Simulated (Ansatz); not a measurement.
# La under changes of volume

One of the cells (36.962 Å³/atom); the others are scaled copies at fixed shape and fractional positions:

```
La
1.0
     3.75000    0.00000    0.00000
    -1.87500    3.24760    0.00000
     0.00000    0.00000    6.07000
La
2
Direct
  0.66667 0.33333 0.75000
  0.33333 0.66667 0.25000
```

This isn't the form of La at room conditions, which is double hcp.

- Program: Ansatz 0.2.0
- Functional: PBE
- Potentials or basis: Ansatz PAW earlier set
- Cutoff: 600 eV (not typed: the program's choice for these potentials)
- k mesh: 8 × 8 × 5
- Occupations: fermi-dirac, width 0.05 eV
- Spin: no spin polarisation

```csv
volume (Å³/atom),energy over the lowest point (meV/atom),pressure (GPa)
34.744,?,?
35.483,13.47,1.8
36.222,6.42,1.2
36.962,1.95,0.7
37.701,0.00,0.2
38.440,0.44,-0.3
39.179,3.13,-0.8
```

Q: What does the run at 34.744 Å³/atom give?

A: Energy over the lowest point 23.10 meV/atom; pressure 2.4 GPa.

Worked out: A Birch-Murnaghan fit of order 3 (a polynomial in V^(-2/3)) to the other rows has its minimum at 37.93 Å³/atom with B0 = V·E''(V) = 26 GPa (rough, since the energies scatter) at fixed shape and positions, which overstates the stiffness. It gives 23.25 meV/atom at 34.744 Å³/atom, against the run's 23.10, and -dE/dV = 2.4 GPa, against 2.4.

Energies are extrapolated to zero smearing.
